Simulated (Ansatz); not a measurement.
This Ansatz input for CdI2-type TiS2 was spoiled on purpose:

```yaml
crystal:
  lattice:
    - [3.412968738737, -2.886750455762e-11, 0.0]
    - [-1.706484369343, 2.955717630083, 0.0]
    - [0.0, 0.0, 6.4679174893]
  atoms:
    - { symbol: Ti, position: [0.0, 0.0, 0.0] }
    - { symbol: S, position: [0.3333333333333, 0.6666666666667, 0.2196364634] }
    - { symbol: S, position: [0.6666666666667, 0.3333333333333, 0.7803635366] }
basis:
  ecutwfc: 420
  ecutrho_ratio: 4
kpoints:
  mp_grid: { grid: [12, 12, 6] }
hamiltonian:
  xc: pbe
scf:
  occupations: { method: gaussian, width: 0.05 }
  max_iter: 60
output:
  force: true
  stress: true
magnetization:
  noncollinear: true
  spin_orbit: true
```

Launched as:
```sh
ansatz run input.yaml --threads 4 --pin off --max-ram 7168MiB --backend cpu --events-out ev --progress --plain --runs-dir out
```

Question: What is wrong with it?

Answer: A misspelt key. Against the sound input: output.forces: "forces" → "force" (the cap on iterations is only a precaution).

What the program printed:

```
Error: YAML parse error: error: line 21 column 3: unknown field `force`, expected one of write_density, write_potential, write_potential_components, volumetric_format, write_bands, fatbands, populations, hubbard, elf, band_densities, bader, dos, optics, efg, charged_corrections, wannier, polarization, topological_invariants, transmission, current_voltage, crpa, pair_interaction, rpa_energy, embedding, core_levels, xc_energy_on_converged_density, boltztrap, local_orbitals, orbitals, eigenstates, states_by_energy, atomic_orbital_hamiltonian, active_space, given_orbital_levels, support_matrices, forces, stress, cutoff_correction, eigenvalues, band_residual_tolerance, publish_guard_bands
  --> <input>:21:3
   |
```

The input was refused before any iteration. Run time: 0.02 s on 4 threads of Arm Neoverse V2, on a shared host, peak memory 0.022 GiB. The run before the change (PBE with spin–orbit coupling, 420 eV, 12×12×6 mesh) gave:

```tsv
run	P (GPa)	gap on the mesh (eV)	cell moment (μB)	largest force component (eV/Å)
sound	0.0	metal	0.00 (no moment typed)	0.009
```

The compound is reported in the structure type of the start.

Of that run: The structure is built of weakly bound layers, and this functional has no dispersion term, so their spacing and all that hangs on it (volume, the soft elastic constants, low modes, dielectric constants) are poorly given. Compounds of this kind are often insulators, so the metal found may come from the functional, which lacks a U or exact exchange, or from the structure.
